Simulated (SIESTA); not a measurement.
CuO in SIESTA: convergence with Tolerance

The system is CuO.

```xyz
2
Lattice="2.5526 0.0000 0.0000 0.0000 2.5526 0.0000 0.0000 0.0000 2.5526" Properties=species:S:1:pos:R:3 pbc="T T T"
Cu    0.0329    0.0070   -0.0094
O     1.2348    1.2821    1.2772
```

The cell comes from a database or a generator and needn't be the stable form of this composition.

The cell isn't the ideal one: atoms moved at random, drawn with an rms of 0.05 Å.

```yaml
Program: SIESTA 5.4.2
Task: single point
Functional: PBE
Potentials_or_basis: PseudoDojo 0.4 standard (PBE files)
Basis: DZP (energy shift 0.003 Ry; two zetas on semicore shells)
Grid_cutoff: 800 Ry
Energy_shift: 0.003 Ry
k_mesh: 8 × 8 × 8
Occupations: fermi-dirac, width 0.05 eV
Spin: no spin polarisation
```

These are the settings of the first run; the series varies Tolerance, with any setting tied to it.

Hardware: 1 thread of Arm Neoverse V1, with other jobs on the host.

The values tried are 0.1, 0.01, 0.001, 0.0001, 1e-05, 1e-06, loosest first. From which on does the pressure stay within 0.1 GPa of the tightest run that finished?

From 0.001 on.

| Tolerance | energy less the tightest run, at zero smearing (meV/atom) | pressure (GPa) | largest force (eV/Å) | SCF cycles | CPU time (s) | peak memory (GiB) |
| --- | --- | --- | --- | --- | --- | --- |
| 0.1 | 6.49 | 26.27 | 0.260 | 4 | 24 | 0.24 |
| 0.01 | 0.05 | 23.74 | 0.249 | 7 | 32 | 0.24 |
| 0.001 | 0.00 | 23.62 | 0.248 | 9 | 37 | 0.24 |
| 0.0001 | 0.00 | 23.61 | 0.248 | 10 | 39 | 0.24 |
| 1e-05 | 0.00 | 23.61 | 0.248 | 12 | 44 | 0.24 |
| 1e-06 | 0.00 | 23.61 | 0.248 | 13 | 46 | 0.24 |

Against the tightest run, the energy stays within 1 meV/atom from 0.01 on; the largest force stays within 0.005 eV/Å from 0.01 on. The tightest run that finished is the yardstick and may itself not be fully converged.

Caveat, for the tightest run too: short orbitals over semicore shells can move pressures by several GPa; the basis of atomic orbitals isn't converged, which shifts pressures, moduli and gaps; an odd number of electrons without spin polarisation forces a metal; a magnetic or distorted state may lie lower; the run has no spin polarisation, though such a crystal can be magnetic.
